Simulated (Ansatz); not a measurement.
The system is WS2, a slab with vacuum.

```xyz
6
Lattice="3.1832 0.0000 0.0000 -1.5916 2.7567 0.0000 0.0000 0.0000 23.6688" Properties=species:S:1:pos:R:3 pbc="T T T"
W     1.5916    0.9189    8.5842
W     0.0000    1.8378   15.0845
S     1.5916    0.9189   16.6435
S     0.0000    1.8378   10.1434
S     1.5916    0.9189   13.5253
S     0.0000    1.8378    7.0253
```

Base run:

```yaml
Program: Ansatz 0.2.0
Functional: PBEsol
Potentials_or_basis: Ansatz PAW
Cutoff: 420 eV
Density_cutoff: 1680 eV
k_mesh: 10 × 10 × 2
Occupations: fermi-dirac, width 0.05 eV
Spin: no spin polarisation
```

Its results: band gap on the k mesh 1.65 eV, indirect (least direct gap 2.12 eV); largest force 0.115 eV/Å.

Question: The run is repeated on the same cell with these changes: functional from PBEsol to r2SCAN; cutoff from 420 eV to 500 eV; density cutoff from 1680 eV to 2000 eV. What comes out?

Answer: Band gap on the k mesh 1.76 eV, indirect (least direct gap 2.25 eV); largest force 0.012 eV/Å.

r2SCAN gives the wider gap, since meta-GGAs in the generalised Kohn-Sham scheme recover part of the derivative discontinuity.

Caveats: the k mesh misses the band edges, so the gap on the mesh is wider than the one along the path; spin-orbit coupling is left out, which moves the levels of the heavy elements; the PAW data sets come from PBE, with cores solved anew for the run's functional, which leaves a small shift of forces and pressure.

Not every run made on this cell is shown here.
